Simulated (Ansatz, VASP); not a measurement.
# One calculation of SbSe2, two programs

The input INCAR:

```
SYSTEM = SbSe2
  PREC = Accurate
  ENCUT = 600
  EDIFF = 1E-6
  ISMEAR = 0
  SIGMA = 0.1
  LREAL = .False.
  LASPH = .True.
  NELM = 100
  ALGO = Normal
  ISIF = 3
  LWAVE = .False.
  LCHARG = .False.
  GGA = PE
  IBRION = 2
  NSW = 90
  EDIFFG = -0.04
```

The input KPOINTS:

```
regular mesh
0
Gamma
  6 6 6
  0 0 0
```

File POSCAR:

```
SbSe2
1.0
    4.8983000067      0.0000000000      0.0000000000
   -2.4491500034      4.2420522412      0.0000000000
    0.0000000000      0.0000000000      3.7322728018
Sb Se
1 2
Direct
    0.0000000000      0.0000000000      0.7845285681
    0.3333333333      0.6666666667      0.5191343760
    0.6666666667      0.3333333333      0.5191343760
```

Input for Ansatz:

```yaml
crystal:
  lattice:
    - [4.8983000067, 0.0, 0.0]
    - [-2.4491500034, 4.2420522412, 0.0]
    - [0.0, 0.0, 3.7322728018]
  atoms:
    - { symbol: Sb, position: [0.0, 0.0, 0.7845285681] }
    - { symbol: Se, position: [0.3333333333, 0.6666666667, 0.519134376] }
    - { symbol: Se, position: [0.6666666667, 0.3333333333, 0.519134376] }
basis:
  ecutwfc: 420
kpoints:
  mp_grid: { grid: [6, 6, 6] }
hamiltonian:
  xc: pbe
scf:
  occupations: { method: gaussian, width: 0.1 }
  lower_state_search: "off"
output:
  forces: true
  stress: true
  eigenvalues: true
relax:
  adjacent_minimum: "off"
  f_tol: 0.04
  max_steps: 70
  cell: { stress_tol: 0.4 }
```

Alike in both runs: task relaxation of cell and atoms; functional PBE; k mesh 6 × 6 × 6; occupations gaussian, width 0.1 eV; no spin polarisation.

```csv
,VASP,Ansatz
version,VASP 6.6.1,Ansatz 0.2.0
potentials or method,"VASP PAW PBE potentials, release 64 (Sb, Se)","scalar-relativistic, plane waves, PAW"
plane-wave cutoff (eV),600,420
valence electrons in the cell,17,47
```

VASP gave:

* gap on the k mesh at the Fermi level, each at its own relaxed structure (eV): none
* relaxed volume (Å³/atom): 25.79
* relaxed cell length with the largest relative difference (Å): 3.698

Task: What did Ansatz give for the same quantities?

Result: gap on the k mesh at the Fermi level, each at its own relaxed structure (eV): none; relaxed volume (Å³/atom): 25.73; relaxed cell length with the largest relative difference (Å): 3.693.

A gap of «none» marks a metal or a gap that the smearing closes. The two sets of potentials don't hold the same shells in valence.

Spin-orbit coupling is left out, which matters for the levels of Sb.
